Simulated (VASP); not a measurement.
# CaSe (Fm-3m) in VASP: notebook

CaSe is run at these levels: PBEsol, PBE, r2SCAN, LDA; tasks: single point.

Program: VASP 6.6.1. These are calculated values, not measurements. Logs are shortened: lines on timing, memory, paths and dates and some standing lists are left out, and cuts for length are marked.

**Experimental background.**

A printed reference work, monograph, original work of 1988 reports, for a bulk crystal of CaSe at 2 K: band gap 3.85 eV (indirect).

The results are compared with them further down.

**1. The cell of the first run**

Symmetry: Fm-3m, No. 225, cubic system. Conventional cell: a = 5.869 Å, b = 5.869 Å, c = 5.869 Å, α = 90.00°, β = 90.00°, γ = 90.00°. Ca (site symmetry m-3m) has 6 Se at 2.93 Å within 3.9 Å. Within 3.9 Å of Se (site symmetry m-3m) lie 6 Ca at 2.93 Å.

**2. Single point, PBEsol**

INCAR

```
SYSTEM = CaSe
  PREC = Accurate
  ENCUT = 520
  EDIFF = 1E-6
  ISMEAR = -1
  SIGMA = 0.02
  LREAL = .False.
  LASPH = .True.
  NELM = 100
  ALGO = Normal
  ISIF = 2
  LWAVE = .False.
  LCHARG = .False.
  GGA = PS
  NBANDS = 15
```

KPOINTS

```
regular mesh
0
Gamma
  6 6 6
  0 0 0
```

POSCAR

```
CaSe
1.0
    0.0000000000      2.9344378385      2.9344378385
    2.9344378385      0.0000000000      2.9344378385
    2.9344378385      2.9344378385      0.0000000000
Ca Se
1 1
Direct
    0.0000000000      0.0000000000      0.0000000000
    0.5000000000      0.5000000000      0.5000000000
```

Potentials or basis: VASP PAW PBE potentials, release 64 (Ca_sv, Se).

Command:

```console
$ cat potpaw_PBE.64/Ca_sv/POTCAR potpaw_PBE.64/Se/POTCAR > POTCAR
$ mpirun -np 1 vasp_std > vasp.out
```

OUTCAR:

```text
SYSTEM = CaSe
   PREC = Accurate
   ENCUT = 520
   EDIFF = 1E-6
   ISMEAR = -1
   LREAL = .False.
   LASPH = .True.
   NELM = 100
   ISIF = 2
   GGA = PS

 ion  position               nearest neighbor table
   1  0.000  0.000  0.000-   2 2.93   2 2.93   2 2.93   2 2.93   2 2.93   2 2.93
   2  0.500  0.500  0.500-   1 2.93   1 2.93   1 2.93   1 2.93   1 2.93   1 2.93

  LATTYP: Found a face centered cubic cell.
 ALAT       =     5.8688756770

  Lattice vectors:

 A1 = (   0.0000000000,   2.9344378385,   2.9344378385)
 A2 = (   2.9344378385,   0.0000000000,   2.9344378385)
 A3 = (   2.9344378385,   2.9344378385,   0.0000000000)

Analysis of symmetry for initial positions (statically):
=====================================================================
 Subroutine PRICEL returns:
 Original cell was already a primitive cell.

 Routine SETGRP: Setting up the symmetry group for a
 face centered cubic supercell.

 Subroutine GETGRP returns: Found 48 space group operations
 (whereof 48 operations were pure point group operations)
 out of a pool of 48 trial point group operations.

The static configuration has the point symmetry O_h .

Analysis of symmetry for dynamics (positions and initial velocities):
=====================================================================
 Subroutine PRICEL returns:
 Original cell was already a primitive cell.

 Routine SETGRP: Setting up the symmetry group for a
 face centered cubic supercell.

 Subroutine GETGRP returns: Found 48 space group operations
 (whereof 48 operations were pure point group operations)
 out of a pool of 48 trial point group operations.

The dynamic configuration has the point symmetry O_h .

 Subroutine INISYM returns: Found 48 space group operations
 (whereof 48 operations are pure point group operations),
 and found     1 'primitive' translations

----------------------------------------------------------------------------------------

                                     Primitive cell

  volume of cell :      50.5365

  direct lattice vectors                    reciprocal lattice vectors
     0.000000000  2.934437839  2.934437839    -0.170390387  0.170390387  0.170390387
     2.934437839  0.000000000  2.934437839     0.170390387 -0.170390387  0.170390387
     2.934437839  2.934437839  0.000000000     0.170390387  0.170390387 -0.170390387

  length of vectors
     4.149921789  4.149921789  4.149921789     0.295124808  0.295124808  0.295124808

  position of ions in fractional coordinates (direct lattice)
     0.000000000  0.000000000  0.000000000
     0.500000000  0.500000000  0.500000000

  ion indices of the primitive-cell ions
   primitive index   ion index
                 1           1
                 2           2

----------------------------------------------------------------------------------------

 KPOINTS: regular mesh

Automatic generation of k-mesh.
 Grid dimensions read from file:
 generate k-points for:    6    6    6

 Generating k-lattice:

  Cartesian coordinates                     Fractional coordinates (reciprocal lattice)
    -0.028398398  0.028398398  0.028398398     0.166666667  0.000000000  0.000000000
     0.028398398 -0.028398398  0.028398398     0.000000000  0.166666667  0.000000000
     0.028398398  0.028398398 -0.028398398     0.000000000  0.000000000  0.166666667

  Length of vectors
     0.049187468  0.049187468  0.049187468

  Shift w.r.t. Gamma in fractional coordinates (k-lattice)
     0.000000000  0.000000000  0.000000000

 Subroutine IBZKPT returns following result:
 ===========================================

 Found     16 irreducible k-points:

 Following reciprocal coordinates:
            Coordinates               Weight
  0.000000  0.000000  0.000000      1.000000
  0.166667  0.000000  0.000000      8.000000
  0.333333  0.000000  0.000000      8.000000
  0.500000  0.000000  0.000000      4.000000
  0.166667  0.166667  0.000000      6.000000
  0.333333  0.166667  0.000000     24.000000
[... 8 lines left out ...]
 -0.333333  0.333333  0.166667     24.000000
 -0.333333  0.500000  0.166667     12.000000
   k-points           NKPTS =     16   k-points in BZ     NKDIM =     16   number of bands    NBANDS=     15
   number of dos      NEDOS =    301   number of ions     NIONS =      2
   total plane-waves  NPLWV =  32768
   dimension x,y,z NGX =    32 NGY =   32 NGZ =   32
   dimension x,y,z NGXF=    64 NGYF=   64 NGZF=   64
   ions per type =               1   1
   NGX,Y,Z   is equivalent  to a cutoff of  12.82, 12.82, 12.82 a.u.
   NGXF,Y,Z  is equivalent  to a cutoff of  25.64, 25.64, 25.64 a.u.
 SYSTEM =  CaSe
   PREC   = accura    normal or accurate (medium, high low for compatibility)
   ISTART =      0    job   : 0-new  1-cont  2-samecut
   ICHARG =      2    charge: 1-file 2-atom 10-const
   ISPIN  =      1    spin polarized calculation?
   LNONCOLLINEAR =      F non collinear calculations
   LSORBIT =      F    spin-orbit coupling
[... 60 lines left out ...]
      2     -18.0419      2.00000
      3     -18.0419      2.00000
      4     -18.0419      2.00000
      5      -9.3997      2.00000
      6       2.5090      2.00000
      7       2.5090      2.00000
      8       2.5090      2.00000
      9       5.8183      0.00000
     10       6.1447      0.00000
     11       6.1447      0.00000
     12       6.1447      0.00000
     13       6.7701      0.00000
     14       6.7701      0.00000
     15      12.0757      0.00000

 k-point     2 :       0.1667    0.0000    0.0000
  band No.  band energies     occupation
      1     -36.9605      2.00000
      2     -18.0761      2.00000
      3     -18.0441      2.00000
      4     -18.0441      2.00000
      5      -9.2268      2.00000
      6       1.2650      2.00000
      7       2.0935      2.00000
      8       2.0935      2.00000
      9       6.0656      0.00000
     10       6.5193      0.00000
     11       6.5193      0.00000
     12       7.3336      0.00000
     13       7.5015      0.00000
     14       7.5015      0.00000
     15      12.3157      0.00000

 k-point     3 :       0.3333    0.0000    0.0000
  band No.  band energies     occupation
      1     -36.9565      2.00000
      2     -18.1430      2.00000
      3     -18.0485      2.00000
      4     -18.0485      2.00000
      5      -8.8512      2.00000
      6      -0.2924      2.00000
      7       1.4863      2.00000
      8       1.4863      2.00000
      9       6.3675      0.00000
     10       7.3841      0.00000
     11       7.3841      0.00000
     12       8.6422      0.00000
     13       9.0204      0.00000
     14       9.0204      0.00000
     15      12.0557      0.00000

 k-point     4 :       0.5000    0.0000    0.0000
  band No.  band energies     occupation
      1     -36.9545      2.00000
      2     -18.1756      2.00000
      3     -18.0507      2.00000
      4     -18.0507      2.00000
      5      -8.6440      2.00000
      6      -0.9204      2.00000
      7       1.2433      2.00000
      8       1.2433      2.00000
      9       6.9253      0.00000
     10       8.0185      0.00000
     11       8.0521      0.00000
     12       8.0521      0.00000
     13      10.1873      0.00000
     14      10.1873      0.00000
     15      10.5739      0.00000
[... 163 lines left out ...]
 k-point    14 :       0.5000    0.3333    0.1667
  band No.  band energies     occupation
      1     -36.9539      2.00000
      2     -18.1314      2.00000
      3     -18.0835      2.00000
      4     -18.0622      2.00000
      5      -8.7591      2.00000
      6      -0.1668      2.00000
      7       1.0507      2.00000
      8       1.2637      2.00000
      9       5.9995      0.00000
     10       7.5876      0.00000
     11       8.0892      0.00000
     12       8.2655      0.00000
     13       8.6628      0.00000
     14      10.0750      0.00000
     15      10.8284      0.00000

 k-point    15 :      -0.3333    0.3333    0.1667
  band No.  band energies     occupation
      1     -36.9525      2.00000
      2     -18.1342      2.00000
      3     -18.0942      2.00000
      4     -18.0698      2.00000
      5      -8.6749      2.00000
      6      -0.1289      2.00000
      7       0.6101      2.00000
      8       1.1072      2.00000
      9       6.9085      0.00000
     10       6.9887      0.00000
     11       8.2842      0.00000
     12       8.4854      0.00000
     13       8.5524      0.00000
     14      10.3558      0.00000
     15      11.2911      0.00000

 k-point    16 :      -0.3333    0.5000    0.1667
  band No.  band energies     occupation
      1     -36.9519      2.00000
      2     -18.1229      2.00000
      3     -18.0943      2.00000
      4     -18.0861      2.00000
      5      -8.7110      2.00000
      6       0.1303      2.00000
      7       0.8551      2.00000
      8       0.9283      2.00000
      9       5.7382      0.00000
     10       7.7059      0.00000
     11       7.8774      0.00000
     12       8.3934      0.00000
     13       8.6267      0.00000
     14       9.5947      0.00000
     15      12.0602      0.00000

------------------------ aborting loop because EDIFF is reached ----------------------------------------

  FORCE on cell =-STRESS in cart. coord.  units (eV):
  Direction    XX          YY          ZZ          XY          YZ          ZX
  --------------------------------------------------------------------------------------
  -------------------------------------------------------------------------------------
  Total        0.0666679      0.0666679      0.0666679     -0.0000000     -0.0000000      0.0000000
  in kB        2.1135992      2.1135992      2.1135992     -0.0000000     -0.0000000      0.0000000
  external PRESSURE =       2.1135992 kB  Pullay stress =       0.0000000 kB

 VOLUME and BASIS-vectors are now :
 -----------------------------------------------------------------------------
  energy-cutoff  :      520.00
  volume of cell :       50.54
      direct lattice vectors                 reciprocal lattice vectors
     0.000000000  2.934437839  2.934437839    -0.170390387  0.170390387  0.170390387
     2.934437839  0.000000000  2.934437839     0.170390387 -0.170390387  0.170390387
     2.934437839  2.934437839  0.000000000     0.170390387  0.170390387 -0.170390387

 POSITION                                       TOTAL-FORCE (eV/Angst)
 -----------------------------------------------------------------------------------
      0.00000      0.00000      0.00000         0.000000     -0.000000     -0.000000
      2.93444      2.93444      2.93444         0.000000      0.000000      0.000000
 -----------------------------------------------------------------------------------
    total drift:                                0.000000     -0.000000     -0.000000

  FREE ENERGIE OF THE ION-ELECTRON SYSTEM (eV)
  ---------------------------------------------------
  free  energy   TOTEN  =       -10.0729762751 eV

  energy  without entropy=      -10.0729762751  energy(sigma->0) =      -10.07297628
```

Wall time 6.5 s (1 thread of Intel Xeon Platinum 8488C (Sapphire Rapids), shared host); peak memory 0.17 GiB.

What came out:

| Quantity | Value |
| --- | --- |
| Free energy | -10.0730 eV |
| Pressure | 0.2 GPa |
| Band gap on the k mesh | 1.87 eV, indirect (least direct gap 2.84 eV) |

Caveat: the PAW data sets were made with another functional, which shifts forces and pressure a little.

**3. Single point, PBE**

This run uses another cell than the first one, of 26.45 Å³/atom, 1.047 times its volume.

INCAR

```
  PREC = Accurate
  ENCUT = 520
  EDIFF = 1E-7
  ISMEAR = -1
  SIGMA = 0.02
  LREAL = False
  LASPH = True
  NELM = 60
  ALGO = Normal
  ISIF = 2
  LWAVE = False
  LCHARG = False
  GGA = PE
  NBANDS = 15
```

KPOINTS

```
Automatic mesh
0
Gamma
  6 6 6
```

POSCAR

```
CaSe
1.0
    0.0000000000      2.9795339269      2.9795339269
    2.9795339269      0.0000000000      2.9795339269
    2.9795339269      2.9795339269      0.0000000000
Ca Se
1 1
Direct
    0.0000000000      0.0000000000      0.0000000000
    0.5000000000      0.5000000000      0.5000000000
```

Potentials or basis: VASP PAW PBE potentials, release 64 (Ca_sv, Se).

Command:

```console
$ cat potpaw_PBE.64/Ca_sv/POTCAR potpaw_PBE.64/Se/POTCAR > POTCAR
$ mpirun -np 1 vasp_std > vasp.out
```

It took 7.6 s on 1 thread of Intel Xeon Platinum 8488C (Sapphire Rapids), shared host; peak memory 0.17 GiB.

The run converged. Its results:

- Free energy: -9.4851 eV
- Pressure: 0.1 GPa
- Band gap on the k mesh: 2.07 eV, indirect (least direct gap 2.99 eV)

Levels at points of the mesh, in eV from the valence-band top:
```csv
k point,band 5,band 6,band 7,band 8,band 9,band 10,band 11,band 12
"(0.00, 0.00, 0.00)",-11.72,0.00,0.00,0.00,3.22,3.71,3.71,3.71
"(0.50, 0.00, 0.00)",-11.07,-3.20,-1.15,-1.15,4.48,5.42,5.45,5.45
"(0.50, 0.50, 0.00)",-11.17,-2.46,-0.91,-0.91,2.07,4.95,5.00,5.93
```

**4. Single point, r2SCAN**

This run uses another cell than the first one, of 26.13 Å³/atom, 1.034 times its volume.

POSCAR

```
CaSe
1.0
    0.0000000000      2.9675306062      2.9675306062
    2.9675306062      0.0000000000      2.9675306062
    2.9675306062      2.9675306062      0.0000000000
Ca Se
1 1
Direct
    0.0000000000      0.0000000000      0.0000000000
    0.5000000000      0.5000000000      0.5000000000
```

INCAR.step1

```
PREC = Accurate ; ENCUT = 520
ISMEAR = -1 ; SIGMA = 0.02
LREAL = F ; LASPH = T
NELM = 100 ; NBANDS = 15
GGA = PE ; ALGO = Normal
EDIFF = 1E-4 ; LWAVE = T
LCHARG = F
```

INCAR.step2

```
PREC = Accurate ; ENCUT = 520
EDIFF = 1E-7 ; ISMEAR = -1
SIGMA = 0.02 ; LREAL = F
LASPH = T ; NELM = 100
ALGO = Normal ; ISIF = 2
LWAVE = F ; LCHARG = F
METAGGA = R2SCAN ; LMIXTAU = T
NBANDS = 15 ; ISTART = 1
```

KPOINTS

```
regular mesh
0
Gamma
  6 6 6
```

Command:

```console
$ cat potpaw_PBE.64/Ca_sv/POTCAR potpaw_PBE.64/Se/POTCAR > POTCAR
$ cp INCAR.step1 INCAR
$ mpirun -np 1 vasp_std > vasp.out
$ cp INCAR.step2 INCAR
$ mpirun -np 1 vasp_std > vasp.out
```

Wall time 33 s (1 thread of Intel Xeon Platinum 8488C (Sapphire Rapids), shared host); peak memory 0.19 GiB.

Results (log left out):

* Free energy: -25.9785 eV
* Pressure: 0.2 GPa
* Band gap on the k mesh: 2.52 eV, indirect (least direct gap 3.46 eV)

Levels at points of the mesh, in eV from the valence-band top:
| k point | band 5 | band 6 | band 7 | band 8 | band 9 | band 10 | band 11 | band 12 |
| --- | --- | --- | --- | --- | --- | --- | --- | --- |
| (0.00, 0.00, 0.00) | -12.16 | 0.00 | 0.00 | 0.00 | 4.08 | 4.23 | 4.23 | 4.23 |
| (0.50, 0.00, 0.00) | -11.45 | -3.24 | -1.17 | -1.17 | 5.10 | 6.07 | 6.09 | 6.09 |
| (0.50, 0.50, 0.00) | -11.57 | -2.52 | -0.94 | -0.94 | 2.52 | 5.60 | 5.76 | 6.62 |

Caveat: the PAW data sets were made with another functional, which shifts forces and pressure a little.

**5. Single point, PBE**

This run uses another cell than the first one, of 26.13 Å³/atom, 1.034 times its volume.

INCAR

```
PREC = Accurate
ENCUT = 520
EDIFF = 1E-6
ISMEAR = -1
SIGMA = 0.02
LREAL = False
LASPH = True
NELM = 60
ALGO = Normal
ISIF = 2
LWAVE = False
LCHARG = True
GGA = PE
LELF = True
LVHAR = True
NBANDS = 15
```

KPOINTS

```
regular mesh
0
Gamma
  8 8 8
```

POSCAR is that of step 4.

Command:

```console
$ cat potpaw_PBE.64/Ca_sv/POTCAR potpaw_PBE.64/Se/POTCAR > POTCAR
$ mpirun -np 1 vasp_std > vasp.out
```

Run time: 12 s. Hardware: 1 thread of Intel Xeon Platinum 8488C (Sapphire Rapids), shared host; peak memory 0.18 GiB.

It converged, with:

| Property | Result |
| --- | --- |
| Free energy | -9.4840 eV |
| Pressure | 0.7 GPa |
| Band gap on the k mesh | 2.05 eV, indirect (least direct gap 2.97 eV) |

Levels at points of the mesh, in eV from the valence-band top:
| k point | band 5 | band 6 | band 7 | band 8 | band 9 | band 10 | band 11 | band 12 |
| --- | --- | --- | --- | --- | --- | --- | --- | --- |
| (0.00, 0.00, 0.00) | -11.76 | 0.00 | 0.00 | 0.00 | 3.29 | 3.71 | 3.71 | 3.71 |
| (0.50, 0.00, 0.00) | -11.09 | -3.25 | -1.18 | -1.18 | 4.50 | 5.45 | 5.48 | 5.48 |
| (0.50, 0.50, 0.00) | -11.20 | -2.49 | -0.92 | -0.92 | 2.05 | 5.01 | 5.02 | 5.98 |

**6. Single point, LDA**

This run uses another cell than the first one, of 26.13 Å³/atom, 1.034 times its volume.

INCAR

```
SYSTEM = CaSe
ALGO = Normal
EDIFF = 1E-7
ENCUT = 520
GGA = CA
ISIF = 2
ISMEAR = 0
LASPH = .True.
LCHARG = .True.
LELF = .True.
LREAL = .False.
LVHAR = .True.
LWAVE = .False.
NBANDS = 15
NELM = 80
PREC = Accurate
SIGMA = 0.01
```

KPOINTS

```
k-points
0
Gamma
  8 8 8
  0 0 0
```

POSCAR is that of step 5.

Potentials or basis: VASP PAW LDA potentials, release 64 (Ca_sv, Se).

Command:

```console
$ cat potpaw_LDA.64/Ca_sv/POTCAR potpaw_LDA.64/Se/POTCAR > POTCAR
$ mpirun -np 1 vasp_std > vasp.out
```

It took 9.5 s on 1 thread of Intel Xeon Platinum 8488C (Sapphire Rapids), shared host; peak memory 0.16 GiB.

Results (log left out):

* Free energy: -10.5453 eV
* Pressure: -3.4 GPa
* Band gap on the k mesh: 1.89 eV, indirect (least direct gap 2.82 eV)

Levels at points of the mesh, in eV from the valence-band top:
| k point | band 5 | band 6 | band 7 | band 8 | band 9 | band 10 | band 11 | band 12 |
| --- | --- | --- | --- | --- | --- | --- | --- | --- |
| (0.00, 0.00, 0.00) | -11.80 | 0.00 | 0.00 | 0.00 | 3.05 | 3.55 | 3.55 | 3.55 |
| (0.50, 0.00, 0.00) | -11.12 | -3.31 | -1.21 | -1.21 | 4.35 | 5.29 | 5.32 | 5.32 |
| (0.50, 0.50, 0.00) | -11.24 | -2.52 | -0.93 | -0.93 | 1.89 | 4.79 | 4.91 | 5.86 |

A k mesh can miss the band edges. A hybrid or GW would open this gap; LDA tends to underestimate it.

**7. Summary**

```csv
level,potentials or basis,cell,k mesh,smearing,gap on the mesh (eV),pressure (GPa)
PBEsol,"VASP PAW PBE potentials, release 64 (Ca_sv, Se)","a = 4.150 Å, angles 60.0°, 2 atoms",6 × 6 × 6,fermi-dirac 0.02 eV,1.87,0.2
PBE,"VASP PAW PBE potentials, release 64 (Ca_sv, Se)","a = 4.214 Å, angles 60.0°, 2 atoms",6 × 6 × 6,fermi-dirac 0.02 eV,2.07,0.1
r2SCAN,"VASP PAW PBE potentials, release 64 (Ca_sv, Se)","a = 4.197 Å, angles 60.0°, 2 atoms",6 × 6 × 6,fermi-dirac 0.02 eV,2.52,0.2
PBE,"VASP PAW PBE potentials, release 64 (Ca_sv, Se)","a = 4.197 Å, angles 60.0°, 2 atoms",8 × 8 × 8,fermi-dirac 0.02 eV,2.05,0.7
LDA,"VASP PAW LDA potentials, release 64 (Ca_sv, Se)","a = 4.197 Å, angles 60.0°, 2 atoms",8 × 8 × 8,gaussian 0.01 eV,1.89,-3.4
```

Alike in all rows: task single point; no spin polarisation; cutoff (eV) 520.

Caveats: the PAW data sets were made with another functional, which shifts forces and pressure a little (some runs).

Absolute energies hang on the potentials; compare differences alone.

**8. Comparison with measurements**

Step 2. A measured gap of CaSe is 3.85 eV (indirect; 2 K; a printed reference work, monograph, original work of 1988); the calculated 1.87 eV misses it by -1.98 eV. So large a miss can be the level of theory's own, or it may mean another phase, state or a wrong row. Spin-orbit coupling on Se is left out. The value is that of PBEsol on a finite k mesh, which can miss the band edges, without temperature or zero-point motion. Semilocal functionals fall short of measured gaps as a rule.

Step 3. A measured gap of CaSe is 3.85 eV (indirect; 2 K; a printed reference work, monograph, original work of 1988); the calculated 2.07 eV misses it by -1.78 eV. Spin-orbit coupling on Se is left out. The value is that of PBE on a finite k mesh, which can miss the band edges, without temperature or zero-point motion. Semilocal functionals fall short of measured gaps as a rule.

Step 4. A measured gap of CaSe is 3.85 eV (indirect; 2 K; a printed reference work, monograph, original work of 1988); the calculated 2.52 eV misses it by -1.33 eV. Spin-orbit coupling on Se is left out. The value is that of r2SCAN on a finite k mesh, which can miss the band edges, without temperature or zero-point motion.

Step 5. A measured gap of CaSe is 3.85 eV (indirect; 2 K; a printed reference work, monograph, original work of 1988); the calculated 2.05 eV misses it by -1.80 eV. Spin-orbit coupling on Se is left out. The value is that of PBE on a finite k mesh, which can miss the band edges, without temperature or zero-point motion. Semilocal functionals fall short of measured gaps as a rule.
